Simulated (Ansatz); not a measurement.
Input and output of a band-structure calculation on BAs (zincblende) (Ansatz, PBE). Cell and atoms come from a relaxation with r2SCAN.

Input file:
```yaml
crystal:
  lattice:
    - [0.0, 2.3918676044, 2.3918676044]
    - [2.3918676044, 0.0, 2.3918676044]
    - [2.3918676044, 2.3918676044, 0.0]
  atoms:
    - { symbol: B, position: [0.0, 0.0, 0.0] }
    - { symbol: As, position: [0.25, 0.25, 0.25] }
kpoints:
  mp_grid: { grid: [10, 10, 10] }
  band_path:
    path:
      - [[0.0, 0.0, 0.0], [-0.5, -0.5, -4.583452432376e-34], [-0.375, -0.375, 0.25]]
      - [[-0.375, -7.056240485879e-17, 0.375], [0.0, 0.0, 0.0], [1.416562483206e-17, 1.416562483206e-17, 0.5], [-0.5, -0.25, 0.25], [-0.5, -0.5, -4.583452432376e-34]]
    npoints: 10
hamiltonian:
  xc: pbe
scf:
  occupations: { method: fermi_dirac, width: 0.02 }
  n_extra_bands: 4
output:
  forces: true
  stress: true
  eigenvalues: true
```

Command: `ansatz run input.yaml --threads 2 --pin off --max-ram 2211MiB --backend cpu --events-out ev --progress --plain --runs-dir out`.

Q: It took 2.7 s on 2 threads of Arm Neoverse N1, with other jobs on the host. What peak of host memory did it reach?

A: About 0.29 GiB.

Q: What will the output look like, and what does it show?

A: Main lines of the log:
```
Functional definition: PBE
  parameter kappa = 0.804
  parameter beta = 0.06672455060314922
  exchange = pbe_x(kappa = kappa, mu = beta*pi^2/3)
  correlation = pbe_c(beta = beta)
Crystal: 2 atoms, lattice volume = 27.368 Å³
Basis set: ecut = 420 eV, 531 PW (Γ)
Bands: 13, of which v1, the nominal top of the filled ones, is band 9 counted from 1 (8 counted from 0)
Symmetry: 24 space group operations
Space group: F-43m (ITA 216)
k-points: 47 of 1000 (time reversal used)
Free energy (F): -5012.102045 eV
Fermi energy:    11.645700 eV
--- Stress (GPa, compression-positive) ---
        2.170863       0.000000       0.000000
        0.000000       2.170863       0.000000
        0.000000       0.000000       2.170863
  P = ⅓ Tr σ = 2.1709 GPa (21.709 kbar)
--- Band table (eV; the first three rows and the last of 47) ---
  k-point 0: bands = […, -24.7251, -24.7251, -4.3065, 11.0584, 11.0584, 11.0584, 14.3341, 14.3341, 14.3341, 15.6783]
  k-point 1: bands = […, -24.7251, -24.7251, -4.1429, 9.6662, 10.7588, 10.7588, 14.4695, 14.7297, 14.7297, 16.5657]
  k-point 2: bands = […, -24.7248, -24.7248, -3.6604, 7.3101, 10.1873, 10.1873, 14.2455, 15.4461, 15.4461, 18.2066]
  k-point 46: bands = […, -24.7281, -24.7217, -0.0055, 2.9685, 5.7313, 5.9848, 15.5918, 15.9134, 18.8650, 18.9840]
```
Only the leading digits can be foreseen; the rest is this run's record.

The rows of the band table are 0: (0, 0, 0) = Γ, 1: (0, 0, 0.100), 2: (0, 0, 0.200), 46: (0.200, -1/2, -0.300).

Levels along the path, in eV from the valence top (v1 is the last filled band, c1 the first empty one):

| point | distance (1/Å) | v2 | v1 | c1 | c2 |
| --- | --- | --- | --- | --- | --- |
| Γ | 0.00 | 0.00 | 0.00 | 3.28 | 3.28 |
| · | 0.26 | -0.83 | -0.83 | 2.78 | 4.34 |
| · | 0.53 | -2.12 | -2.12 | 2.00 | 5.30 |
| · | 0.79 | -3.17 | -3.17 | 1.41 | 3.67 |
| · | 1.05 | -3.83 | -3.83 | 1.19 | 2.27 |
| X | 1.31 | -4.06 | -4.06 | 1.44 | 1.45 |
| · | 1.41 | -4.22 | -4.03 | 1.47 | 1.70 |
| · | 1.50 | -4.63 | -3.96 | 1.55 | 2.36 |
| · | 1.59 | -5.13 | -3.84 | 1.67 | 3.29 |
| · | 1.68 | -5.59 | -3.67 | 1.84 | 4.38 |
| U | 1.78 | -5.91 | -3.47 | 2.05 | 5.54 |
| K | 1.78 | -5.91 | -3.47 | 2.05 | 5.54 |
| · | 1.92 | -6.05 | -3.08 | 2.44 | 7.12 |
| · | 2.20 | -5.28 | -2.13 | 3.37 | 6.39 |
| · | 2.47 | -3.76 | -1.13 | 3.96 | 4.90 |
| · | 2.75 | -1.92 | -0.39 | 3.77 | 3.87 |
| · | 3.03 | -0.30 | -0.04 | 3.34 | 3.37 |
| Γ | 3.17 | 0.00 | 0.00 | 3.28 | 3.28 |
| · | 3.28 | -0.08 | -0.08 | 3.37 | 3.39 |
| · | 3.51 | -0.58 | -0.58 | 3.32 | 4.04 |
| · | 3.74 | -1.14 | -1.14 | 3.04 | 4.65 |
| · | 3.97 | -1.57 | -1.57 | 2.81 | 4.84 |
| · | 4.19 | -1.78 | -1.78 | 2.68 | 4.80 |
| L | 4.31 | -1.81 | -1.81 | 2.66 | 4.79 |
| · | 4.40 | -2.02 | -1.87 | 2.83 | 4.74 |
| · | 4.59 | -3.19 | -2.28 | 3.53 | 4.56 |
| · | 4.77 | -4.54 | -3.05 | 3.97 | 4.76 |
| · | 4.96 | -5.50 | -4.00 | 4.43 | 5.35 |
| · | 5.14 | -5.60 | -4.90 | 5.07 | 5.97 |
| W | 5.24 | -5.45 | -5.16 | 5.26 | 5.92 |
| · | 5.30 | -5.42 | -5.14 | 5.03 | 5.51 |
| · | 5.43 | -5.18 | -4.97 | 3.97 | 4.20 |
| · | 5.57 | -4.79 | -4.67 | 2.89 | 3.00 |
| · | 5.70 | -4.37 | -4.33 | 2.02 | 2.06 |
| · | 5.83 | -4.10 | -4.09 | 1.51 | 1.52 |
| X | 5.89 | -4.06 | -4.06 | 1.44 | 1.45 |

PBE gives an indirect gap of 1.19 eV, from Γ to Γ–X (0.80 of the way from Γ); the least direct gap is 3.28 eV at Γ. The gap is the least over the mesh and the extra points. At this geometry PBE finds +2.17 GPa, compression counted positive: its own equilibrium volume is larger.

Calculated for a static, non-magnetic cell.

The runs are scalar-relativistic, without spin-orbit coupling.
